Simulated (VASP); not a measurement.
Write the native input for VASP 6.6.1 that does the following.

| Quantity | Value |
| --- | --- |
| Task | single point |
| Functional | PBE |
| Potentials or basis | VASP PAW PBE potentials, release 64 (Se) |
| Cutoff | 520 eV |
| k mesh | 18 × 18 × 18 |
| Occupations | gaussian, width 0.1 eV |
| Spin | no spin polarisation |
| Dipole correction | no |
| Further INCAR settings | ALGO = Normal; EDIFF = 1e-06; NBANDS = 9 |

The structure of Se lies in POSCAR:

```
Se
1.0
   -1.7197378837      1.7197378837      1.7197378837
    1.7197378837     -1.7197378837      1.7197378837
    1.7197378837      1.7197378837     -1.7197378837
Se
1
Direct
    0.0000000000      0.0000000000      0.0000000000
```

This isn't the form of Se at room conditions, which is trigonal, of chains.

The input as run:

INCAR

```
PREC = Accurate
ENCUT = 520
EDIFF = 1E-6
ISMEAR = 0
SIGMA = 0.1
LREAL = F
LASPH = T
NELM = 100
ALGO = Normal
ISIF = 2
LWAVE = F
LCHARG = F
GGA = PE
NBANDS = 9
```

KPOINTS

```
Automatic mesh
0
Gamma
  18 18 18
```

Potentials or basis: VASP PAW PBE potentials, release 64 (Se).

Command:

```console
$ cat potpaw_PBE.64/Se/POTCAR > POTCAR
$ mpirun -np 1 vasp_std > vasp.out
```

It gave:

- Pressure: 0.0 GPa
- Band gap on the k mesh: none (metal or under the smearing width)

It took 9.7 s on 1 thread of Intel(R) Xeon(R) Platinum 8559C (Emerald Rapids) (shared host), peak memory 0.16 GiB.
